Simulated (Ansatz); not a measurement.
# CoO (R-3m) in Ansatz: notebook

Runs on CoO. Level: PBEsol. Tasks: band structure.

All numbers are computed with Ansatz 0.2.0; they aren't measurements. Logs are shortened: lines on timing, memory, paths and dates and some standing lists are left out, and cuts for length are marked.

### Step 1. The crystal as given

It takes space group R-3m (No. 166, trigonal). The conventional cell has a = 3.011 Å, b = 3.011 Å, c = 7.320 Å, α = 90.00°, β = 90.00°, γ = 120.00°. Around Co (site symmetry -3m) lie 6 O at 2.12 Å. Around O (site symmetry -3m) lie 6 Co at 2.12 Å.

The cell is a database's computed one.

### Step 2. Band structure, PBEsol, collinear spin, ferromagnetic start

Contents of input.yaml:

```yaml
crystal:
  lattice:
    - [1.5054695445, 0.8691832468, 2.4399269062]
    - [-1.5054695445, 0.8691832468, 2.4399269062]
    - [0.0, -1.7383664936, 2.4399269062]
  atoms:
    - { symbol: Co, position: [0.0, 0.0, 0.0], spin: 2.0 }
    - { symbol: O, position: [0.5, 0.5, 0.5] }
kpoints:
  mp_grid: { grid: [11, 11, 11] }
  band_path:
    path:
      - [0.0, 0.0, 0.0]
      - [0.5, 0.0, 0.0]
      - [0.5, 0.2512681158, -0.2512681158]
    npoints: 6
scf:
  occupations: { method: fermi_dirac, width: 0.05 }
hamiltonian:
  xc: pbesol
  pseudopotentials: { kind: all_electron, datasets: crystal }
magnetization:
  spin_polarized: true
output:
  forces: true
  stress: true
  eigenvalues: true
```

Potentials or basis: all-electron PAW datasets made for the crystal.

Command:

```console
> ansatz run input.yaml --threads 2 --pin off --max-ram 6144MiB --backend cpu --events-out ev --progress --plain --runs-dir out
```

What it wrote:

```text
Warning: RAYON_NUM_THREADS=2 ignored (pool sized by the plan → 2); use --threads N
hamiltonian.pseudopotentials.datasets: crystal makes datasets for this crystal and solves the spheres of its atoms anew in each pass: cutoff 400.0 eV, the density's 1600.0 eV; for an error of 0.50 meV an atom under PBE, 1.0 meV for the cell; an energy difference from a run of another recipe may be off by several times the error for the cell, under r2SCAN by more, where some 0.1 meV an atom stays at smaller errors; O in spheres of 0.984 Å, 6 of its electrons in bands; Co in spheres of 1.132 Å, 17 of its electrons in bands
Engine: ansatz 0.2.0, aarch64-unknown-linux-gnu
Pseudopotentials: kind: all_electron
Pseudopotential: Co, paw, valence charge 17, recommended cutoff 400 eV (normal), crystal/all_electron/pbesol/scalar/gaussian/Co, Koelling and Harmon's equation, gaussian nucleus
Pseudopotential: O, paw, valence charge 6, recommended cutoff 400 eV (normal), crystal/all_electron/pbesol/scalar/gaussian/O, Koelling and Harmon's equation, gaussian nucleus
Functional definition: PBEsol
  exchange = pbesol_x
  correlation = pbesol_c
a search for the magnetic state begins, with frozen cores and fixed partial waves. It gives no result and prints no iterations
the search for the magnetic state of this step took 15 SCF iterations with frozen cores. It stayed in its first state, in which the spheres begin
Crystal: 2 atoms, lattice volume = 19.156 Å³
Basis set: ecut = 400 eV, 337 PW (Γ), exchange–correlation on 40×40×40 points (8 copies of the dense FFT grid, shifted against one another)
Bands: 17, of which v1, the nominal top of the filled ones, is band 12 counted from 1 (11 counted from 0)
Symmetry: 12 space group operations
Space group: R-3m (ITA 166), of the structure as read, at distance tolerance 2.7e-5 Å
Magnetic group: BNS 166.97 (UNI 1327), of the structure as read, at distance tolerance 2.7e-5 Å
k-points: 146 of 1331
Non-local potential: Co, projectors of the file, l = 0: 2, l = 1: 2, l = 2: 2
Non-local potential: O, projectors of the file, l = 0: 1, l = 1: 2
PAW form: soft (Blöchl's): semilocal exchange-correlation on the pseudo side does not see the compensation charge
PAW one-centre angular grid: Co, 590 points (default); XC on its mesh's 1867 points in the sphere
PAW one-centre angular grid: O, 110 points (default); XC on its mesh's 1939 points in the sphere
Initial density: read from a saved state, or passed on in memory by an earlier SCF of this step, an earlier step, the calling program or the single point that the run made first
Starting moments: Σ|m| = 2 μB on 1 of 2 sites; this step starts from the density that it was given
Initial wavefunctions: pseudopotential atomic-orbital guess
Functional: x = pbesol(κ = 0.804, μ = 0.12345679012345678), c = pbesol(β = 0.046)
iter 1 solved again at ethr=2.31e-5 eV; its pass at ethr=1.00e-1 eV (dr2=5.32e-3 eV) is discarded
SCF iter   1: F=—  HF=-39924.683450 eV  |F-HF|=—  |Δ(HF+E_count)|=         —  Δρ=8.91e-3 (↑8.91e-3 ↓3.91e-3)  dr2=6.91e-3  dr2_m=2.27e-3  M=2.939 μB ∫|m|=2.954 μB  β_m=0.30  ethr=2.31e-5  ⟨swp⟩=3.8  Hψ=31460  notcnv=0
preconditioner: auto → none  [metal: Δε(μ)=0.004 eV  Ē_g=13.743 eV  σ=0.050 eV  W_gap=0.02  n_scr=8 (ndim 8)  ℏωp=32.9 eV  f_vac=0.000  D(μ)=3.88/eV (n_scr^D=64)]
SCF iter   2: F=—  HF=-39924.675999 eV  |F-HF|=—  |Δ(HF+E_count)|=   7.45e-3  Δρ=7.01e-3 (↑7.01e-3 ↓4.33e-3)  dr2=8.67e-3  dr2_m=9.78e-4  M=2.947 μB ∫|m|=2.962 μB  β_m=0.58  ethr=2.31e-5  ⟨swp⟩=3.0  Hψ=10128  notcnv=0
SCF iter   3: F=—  HF=-39924.690753 eV  |F-HF|=—  |Δ(HF+E_count)|=   1.48e-2  Δρ=1.89e-2 (↑6.86e-3 ↓1.89e-2)  dr2=8.97e-2  dr2_m=1.43e-2  M=2.856 μB ∫|m|=2.870 μB  β_m=0.40  ethr=2.31e-5  ⟨swp⟩=3.0  Hψ=12848  notcnv=0  recentre
iter 4 solved again at ethr=2.16e-6 eV; its pass at ethr=2.31e-5 eV (dr2=4.97e-4 eV) is discarded
SCF iter   4: F=—  HF=-39924.675528 eV  |F-HF|=—  |Δ(HF+E_count)|=   1.52e-2  Δρ=1.15e-3 (↑1.15e-3 ↓9.70e-4)  dr2=5.01e-4  dr2_m=4.01e-5  M=2.941 μB ∫|m|=2.957 μB  β_m=0.40  ethr=2.16e-6  ⟨swp⟩=2.0  Hψ=24326  notcnv=0
SCF iter   5: F=—  HF=-39924.675528 eV  |F-HF|=—  |Δ(HF+E_count)|=   8.49e-8  Δρ=7.56e-4 (↑1.61e-4 ↓7.56e-4)  dr2=1.11e-4  dr2_m=2.57e-5  M=2.933 μB ∫|m|=2.949 μB  β_m=0.60  ethr=2.16e-6  ⟨swp⟩=3.0  Hψ=9115  notcnv=0
SCF iter   6: F=—  HF=-39924.675553 eV  |F-HF|=—  |Δ(HF+E_count)|=   2.53e-5  Δρ=5.16e-4 (↑5.16e-4 ↓3.92e-4)  dr2=8.87e-5  dr2_m=1.16e-5  M=2.937 μB ∫|m|=2.953 μB  β_m=0.50  ethr=4.81e-7  ⟨swp⟩=2.6  Hψ=8764  notcnv=0
SCF iter   7: F=—  HF=-39924.675533 eV  |F-HF|=—  |Δ(HF+E_count)|=   2.00e-5  Δρ=7.64e-5 (↑7.64e-5 ↓6.66e-5)  dr2=6.73e-7  dr2_m=7.67e-7  M=2.935 μB ∫|m|=2.951 μB  β_m=0.75  ethr=3.86e-7  ⟨swp⟩=2.9  Hψ=9068  notcnv=0
SCF iter   8: F=—  HF=-39924.675531 eV  |F-HF|=—  |Δ(HF+E_count)|=   2.12e-6  Δρ=4.88e-5 (↑3.17e-5 ↓4.88e-5)  dr2=4.07e-7  dr2_m=2.08e-7  M=2.936 μB ∫|m|=2.952 μB  β_m=0.87  ethr=2.93e-9  ⟨swp⟩=2.8  Hψ=9486  notcnv=0
SCF iter   9: F=—  HF=-39924.675531 eV  |F-HF|=—  |Δ(HF+E_count)|=   1.65e-8  Δρ=2.24e-5 (↑1.62e-5 ↓2.24e-5)  dr2=1.20e-7  dr2_m=3.66e-8  M=2.936 μB ∫|m|=2.952 μB  β_m=0.94  ethr=1.77e-9  ⟨swp⟩=2.0  Hψ=8490  notcnv=0
SCF iter  10: F=-39924.675531 eV  HF=-39924.675531 eV  |F-HF|=3.60e-9  |Δ(HF+E_count)|=   1.36e-8  Δρ=4.00e-6 (↑2.90e-6 ↓4.00e-6)  dr2=4.11e-9  dr2_m=9.52e-10  M=2.936 μB ∫|m|=2.952 μB  ethr=5.23e-10  ⟨swp⟩=2.8  Hψ=8857  notcnv=0
SCF 1 converged in 10 iterations: F = -39924.675531 eV  dr2 = 4.11e-9
  Residual-converged pass: ⟨swp⟩=2.9  Hψ=8785  notcnv=0  max |occ|·‖R‖ = 5.3e-6 eV (tolerance 5.3e-6 eV)  dr2=4.16e-9  dr2_m=9.67e-10  dr2_onsite=5.34e-9  max |Δocc| = 4.5e-10
NSCF: frozen V_eff on 13 k-points
SCF converged after 10 iterations
Magnetization: 2.9356 μB (12.9678 up, 10.0322 down)
Absolute magnetization: 2.9515 μB (∫|ρ↑−ρ↓|)
Spin contamination: 0.0047 ħ² per cell (⟨S²⟩ above its minimum at these occupations)
Per-site moments (μB) at R_I (Å): [(2.489377931613588, 0.876038603632342), (0.3339483811189347, 0.876038603632342)]
Free energy (F): -39924.675531 eV
Harris-Foulkes:  -39924.675531 eV  (|F-HF|=3.60e-9)
Internal energy: -39924.643519 eV  (E = F + TS)
E sigma→0 (E₀):  -39924.659525 eV
Entropy (-TS):   -0.032012 eV (-16.006 meV/atom)
Past the cutoff: the bands carry plane waves up to 1.75 times it, of which those up to 1.5 times it add -0.000274 eV an atom, each by itself; the spheres take 0.000172 eV an atom off the energy for waves past 1.75 times it
By the cutoff:   a pressure is off by up to 0.007 GPa (1.2 times the spheres' own share and the shells' term, over an atom's volume, and 0.004 GPa: a bound that held against runs at twice the plane waves)
Past the cutoffs: a stress includes 0.0018 GPa for waves and charges beyond them, in addition to the slope of what the spheres take
In the spheres:  the bands' charges fall short by 1.0e-6 e at most (sound up to 1e-3)
Fermi energy:    14.225032 eV
--- Per-component energies (eV) ---
  E_band       = -297.820133
  E_kinetic    = 322.744940
  E_local      = -2269.288511  (includes V_loc(G=0)·N_el)
  E_nonlocal   = -347.310789
  E_hartree    = 1133.830567
  E_xc         = -108.137107
  E_vxc        = -141.336798  (∫ρ·V_xc dr)
  E_paw        = -40710.745022  (= ΣΔE_a)
  E_vpaw       = -5087.235939  (= ΣTr[D̂ρ^β])
  E_ewald      = -2902.684276
  E_smearing   = -0.032012  (= −TS)
  E_closure    = 4956.946679  (closes the sum)
  Σ components = -39924.675531   (vs F -39924.675531, Δ=0.00e0)
  The terms above E_closure are by the made datasets' own strengths, without shells solved beside the bands.
--- Forces (eV/Å), atoms counted from 1 ---
  atom   1  Co     0.00000000     0.00000000     0.00000000
  atom   2  O      0.00000000    -0.00000000     0.00000000
  max |Σ_I F_I| component: 2.10e-29 eV/Å
--- Stress (GPa, compression-positive) ---
       -9.064483       0.000000      -0.000000
        0.000000      -9.064483      -0.000000
       -0.000000      -0.000000      -9.423236
  P = ⅓ Tr σ = -9.1841 GPa (-91.841 kbar)
--- Band table (eV; the first three rows and the last of 292) ---
  k-point 0 ↑: bands = ["-82.4033", "-45.8001", "-45.8001", "-45.7899", "-6.1284", "10.8976", "10.8976", "10.9004", "10.9004", "10.9494", "11.0410", "11.0410", "11.0813", "15.0377", "30.6962"]
  k-point 1 ↑: bands = ["-82.4030", "-45.8030", "-45.8005", "-45.7906", "-6.0401", "10.0307", "10.0564", "10.0912", "11.0868", "11.1097", "11.3801", "11.7883", "11.8103", "15.6223", "29.0998"]
  k-point 2 ↑: bands = ["-82.4022", "-45.8110", "-45.8016", "-45.7922", "-5.7934", "8.7366", "9.3054", "9.3443", "11.2423", "11.2673", "11.6016", "12.6381", "12.6501", "16.8231", "26.9439"]
  k-point 145 ↓: bands = ["-79.3722", "-42.8851", "-42.8498", "-42.8478", "-4.2299", "6.5555", "9.2724", "9.3896", "14.0707", "14.1026", "14.3883", "16.4764", "16.7991", "19.8669", "24.2296"]
```

Wall time 27 s (2 threads of Arm Neoverse V1, shared host); peak memory 0.8 GiB.

What came out:

```yaml
Free_energy: -39924.6755 eV
Pressure: -9.2 GPa
Band_gap_along_the_path: none (metal or under the smearing width)
Net_moment: 2.94 μB per cell
Absolute_moment: 2.95 μB per cell
Site_moments: Co +2.49; O +0.33 μB
```

Levels at the corners of the path, in eV from the Fermi level:
Spin up:
```
point  band 9  band 10  band 11  band 12  band 13  band 14  band 15  band 16  band 17
    Γ   -3.32    -3.28    -3.18    -3.18    -3.14     0.81    16.47    17.79    17.79
    L   -2.43    -2.40    -1.88     0.06     0.07     4.80     9.17    13.18    13.28
   B1   -2.56    -2.37    -2.37    -2.12    -1.41     7.93     9.74     9.82    12.52
```
Spin down:
```csv
point,band 6,band 7,band 8,band 9,band 10,band 11,band 12,band 13,band 14,band 15
Γ,-2.73,-2.73,-2.67,-1.15,-1.15,-1.12,-0.11,-0.11,1.37,16.41
L,-7.84,-4.83,-4.79,-0.14,-0.11,0.19,2.61,2.63,5.12,9.99
B1,-5.81,-5.80,-5.21,-0.40,-0.39,0.16,0.76,1.49,8.84,10.31
```

Caveat: a cell with one magnetic atom can't hold antiferromagnetic order, which such compounds often take; semilocal functionals often make such compounds metallic where correlation or magnetic order opens a gap, which also shifts bond lengths.

### Step 3. Band structure, PBEsol, collinear spin, ferromagnetic start

Edit input.yaml of step 2 so:

```diff
@@ -20,3 +20,6 @@
   xc: pbesol
-  pseudopotentials: { kind: all_electron, datasets: crystal }
+  pseudopotentials:
+    kind: all_electron
+    lapw: { basis_error: 0.001 }
+    dirac_shells: { Co: ["2p"] }
 magnetization:
```

Potentials or basis: all-electron LAPW, inner shells corrected to Dirac's equation.

Command:

```console
> ansatz run input.yaml --threads 2 --pin off --max-ram 6144MiB --backend cpu --events-out ev --progress --plain --runs-dir out
```

Run time: 34 s. Hardware: 2 threads of Arm Neoverse V1, shared host; peak memory 0.65 GiB.

It converged, with:

```
Free energy             : -39925.4651 eV
Pressure                : -9.2 GPa
Band gap along the path : none (metal or under the smearing width)
Net moment              : 2.94 μB per cell
Absolute moment         : 2.95 μB per cell
Site moments            : Co +2.58; O +0.33 μB
```

Stress tensor (GPa, compression positive):
```
-9.06  0.00  0.00
 0.00 -9.06  0.00
 0.00  0.00 -9.42
```

Levels at the corners of the path, in eV from the Fermi level:
Spin up:
| point | band 10 | band 11 | band 12 | band 13 | band 14 | band 15 | band 16 | band 17 | band 18 |
| --- | --- | --- | --- | --- | --- | --- | --- | --- | --- |
| Γ | -3.32 | -3.28 | -3.18 | -3.18 | -3.14 | 0.81 | 16.47 | 17.79 | 17.79 |
| L | -2.43 | -2.40 | -1.88 | 0.06 | 0.07 | 4.80 | 9.17 | 13.18 | 13.28 |
| B1 | -2.56 | -2.37 | -2.37 | -2.12 | -1.41 | 7.93 | 9.74 | 9.82 | 12.52 |
Spin down:
```
point  band 9  band 10  band 11  band 12  band 13  band 14
    Γ   -2.67    -1.15    -1.15    -1.12    -0.11    -0.11
    L   -4.79    -0.14    -0.11     0.19     2.61     2.63
   B1   -5.21    -0.40    -0.39     0.16     0.76     1.49
```

Caveat: a cell with one magnetic atom can't hold antiferromagnetic order, which such compounds often take; semilocal functionals often make such compounds metallic where correlation or magnetic order opens a gap, which also shifts bond lengths.
